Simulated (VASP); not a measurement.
# Ta (Im-3m) in VASP: a series of runs, part 2 of 2

VASP 6.6.1. The steps go on from the part before.

### 3 Optical spectrum, PBE, non-collinear spin, zero start, spin-orbit coupling

The input, INCAR:

```
SYSTEM = Ta
PREC = Accurate ; ENCUT = 520
EDIFF = 1E-7 ; ISMEAR = 1
SIGMA = 0.1 ; LREAL = .FALSE.
LASPH = .TRUE. ; NELM = 80
ALGO = Fast ; ISIF = 2
LWAVE = .FALSE. ; LCHARG = .FALSE.
LNONCOLLINEAR = .TRUE. ; MAGMOM = 0 0 0
LORBIT = 11 ; LSORBIT = .TRUE.
GGA_COMPAT = .FALSE. ; LMAXMIX = 4
GGA = PE ; LOPTICS = .TRUE.
NEDOS = 2000 ; CSHIFT = 0.1
```

The input, KPOINTS:

```
Automatic mesh
0
G
  22 22 22
  0 0 0
```

The input, POSCAR:

```
Ta                                      
1.0
   -1.6600000000      1.6600000000      1.6600000000
    1.6600000000     -1.6600000000      1.6600000000
    1.6600000000      1.6600000000     -1.6600000000
  Ta            
     1
Direct
     0.0000000000000000    0.0000000000000000    0.0000000000000000
```

Potentials or basis: VASP PAW PBE potentials, release 64 (Ta_pv).

On the command line:

```bash
$ cat potpaw_PBE.64/Ta_pv/POTCAR > POTCAR
$ mpirun -np 1 vasp_ncl > vasp.out
```

OUTCAR:

```text
SYSTEM = Ta
   PREC = Accurate
   ENCUT = 520
   EDIFF = 1E-7
   ISMEAR = 1
   LREAL = .FALSE.
   LASPH = .TRUE.
   NELM = 80
   ISIF = 2
   LNONCOLLINEAR = .TRUE.
   LORBIT = 11
   LSORBIT = .TRUE.
   GGA = PE

 ion  position               nearest neighbor table
   1  0.000  0.000  0.000-

  LATTYP: Found a body centered cubic cell.
 ALAT       =     3.3200000000

  Lattice vectors:

 A1 = (  -1.6600000000,   1.6600000000,   1.6600000000)
 A2 = (   1.6600000000,  -1.6600000000,   1.6600000000)
 A3 = (   1.6600000000,   1.6600000000,  -1.6600000000)

[... 1061 lines left out ...]
     2.34441    17.41385    17.41385    17.41385    -0.00000    -0.00000    -0.00000
     2.93051    10.23167    10.23167    10.23167     0.00000     0.00000    -0.00000
[... 92 lines left out ...]
    57.43793     0.75836     0.75836     0.75836     0.00000    -0.00000    -0.00000
    58.02403     0.76605     0.76605     0.76605     0.00000    -0.00000    -0.00000

 Spin-Orbit-Coupling matrix elements

 Ion:    1  E_soc:     -1.4118045
 l=   1
     0.0000000    -0.2140061    -0.2140061
    -0.2140061     0.0000000    -0.2140061
    -0.2140061    -0.2140061     0.0000000
 l=   2
     0.0000000    -0.0053534     0.0000000    -0.0053534    -0.0159412
    -0.0053534     0.0000000    -0.0119559    -0.0053534    -0.0039853
     0.0000000    -0.0119559     0.0000000    -0.0119559     0.0000000
    -0.0053534    -0.0053534    -0.0119559     0.0000000    -0.0039853
    -0.0159412    -0.0039853     0.0000000    -0.0039853     0.0000000
 l=   3
     0.0000000     0.0000000     0.0000000     0.0000000     0.0000000     0.0000000     0.0000000
     0.0000000     0.0000000     0.0000000     0.0000000     0.0000000     0.0000000     0.0000000
     0.0000000     0.0000000     0.0000000     0.0000000     0.0000000     0.0000000     0.0000000
     0.0000000     0.0000000     0.0000000     0.0000000     0.0000000     0.0000000     0.0000000
     0.0000000     0.0000000     0.0000000     0.0000000     0.0000000     0.0000000     0.0000000
     0.0000000     0.0000000     0.0000000     0.0000000     0.0000000     0.0000000     0.0000000
     0.0000000     0.0000000     0.0000000     0.0000000     0.0000000     0.0000000     0.0000000

 total charge

# of ion       s       p       d       tot
------------------------------------------
    1        0.367   6.164   2.384   8.915

 magnetization (x)

# of ion       s       p       d       tot
------------------------------------------
    1        0.000  -0.000   0.000  -0.000

 magnetization (y)

# of ion       s       p       d       tot
------------------------------------------
    1        0.000  -0.000   0.000  -0.000

 magnetization (z)

# of ion       s       p       d       tot
------------------------------------------
    1       -0.000   0.000   0.000   0.000
```

OSZICAR:

```text
N       E                     dE             d eps       ncg     rms          rms(c)
DAV:   1     0.846087414182E+02    0.84609E+02   -0.62627E+03 11808   0.126E+03
DAV:   2    -0.108397122688E+02   -0.95448E+02   -0.93644E+02 14526   0.358E+02
DAV:   3    -0.129969118070E+02   -0.21572E+01   -0.21193E+01 14184   0.504E+01
DAV:   4    -0.130117396908E+02   -0.14828E-01   -0.14809E-01 12850   0.436E+00
DAV:   5    -0.130118601927E+02   -0.12050E-03   -0.12049E-03 13212   0.371E-01    0.131E+01
RMM:   6    -0.126325852590E+02    0.37927E+00   -0.37412E-01 12057   0.657E+00    0.630E+00
RMM:   7    -0.125237140063E+02    0.10887E+00   -0.43909E-01 12876   0.657E+00    0.119E+00
RMM:   8    -0.125250797653E+02   -0.13658E-02   -0.20910E-02 14598   0.161E+00    0.361E-01
RMM:   9    -0.125245960458E+02    0.48372E-03   -0.26773E-03 15077   0.449E-01    0.151E-01
RMM:  10    -0.125246240003E+02   -0.27955E-04   -0.38927E-04 15222   0.210E-01    0.459E-02
RMM:  11    -0.125246284721E+02   -0.44718E-05   -0.89979E-05 15039   0.116E-01    0.268E-02
RMM:  12    -0.125246282115E+02    0.26060E-06   -0.21006E-05 15250   0.541E-02    0.100E-02
RMM:  13    -0.125246286002E+02   -0.38869E-06   -0.62535E-06 15044   0.289E-02    0.279E-03
RMM:  14    -0.125246294347E+02   -0.83450E-06   -0.11232E-06 15280   0.133E-02    0.241E-03
RMM:  15    -0.125246294304E+02    0.43119E-08   -0.32635E-07 13386   0.717E-03
   1 F= -.12524629E+02 E0= -.12524578E+02  d E =-.154335E-03  mag=     0.0000    -0.0000    -0.0000
 imaginary and real dielectric function
```

It took 3.4 min on 1 thread of AMD EPYC 9R14 (Zen 4), shared host; peak memory 0.5 GiB.

Results:

```yaml
Free_energy: -12.5246 eV
Pressure: -0.2 GPa
Net_moment: 0.00 μB per cell
Valence_electrons_inside_the_program's_atomic_spheres: Ta 8.91
```

Dielectric function (mean over the directions given):
| energy (eV) | real part | imaginary part |
| --- | --- | --- |
| 0.26 | 16.07 | 11.16 |
| 0.88 | 17.95 | 4.94 |
| 1.58 | 15.96 | 6.60 |
| 2.29 | 17.30 | 8.27 |
| 2.90 | 11.35 | 14.91 |
| 3.60 | 6.02 | 15.90 |
| 4.31 | 7.69 | 14.04 |
| 5.01 | 4.90 | 22.44 |
| 5.63 | -9.91 | 14.94 |
| 6.33 | -7.08 | 6.58 |
| 7.03 | -3.93 | 3.98 |
| 7.65 | -2.87 | 3.13 |
| 8.35 | -2.09 | 4.00 |
| 9.06 | -2.73 | 4.14 |
| 9.76 | -3.68 | 3.78 |
| 10.37 | -2.90 | 1.97 |
| 11.08 | -2.74 | 1.10 |
| 11.78 | -2.06 | 0.69 |
| 12.48 | -1.73 | 0.25 |
| 13.10 | -1.17 | 0.07 |
| 13.80 | -0.77 | 0.05 |
| 14.51 | -0.49 | 0.03 |
| 15.12 | -0.30 | 0.03 |
| 15.82 | -0.12 | 0.02 |
| 16.53 | 0.03 | 0.02 |
| 17.23 | 0.15 | 0.02 |
| 17.85 | 0.25 | 0.01 |
| 18.55 | 0.34 | 0.01 |
| 19.25 | 0.43 | 0.01 |
| 19.96 | 0.50 | 0.01 |

Moments on the atoms (μB; x, y, z):
```
Ta  0.00 0.00 0.00
```

Caveat: independent-particle spectra lack excitons.
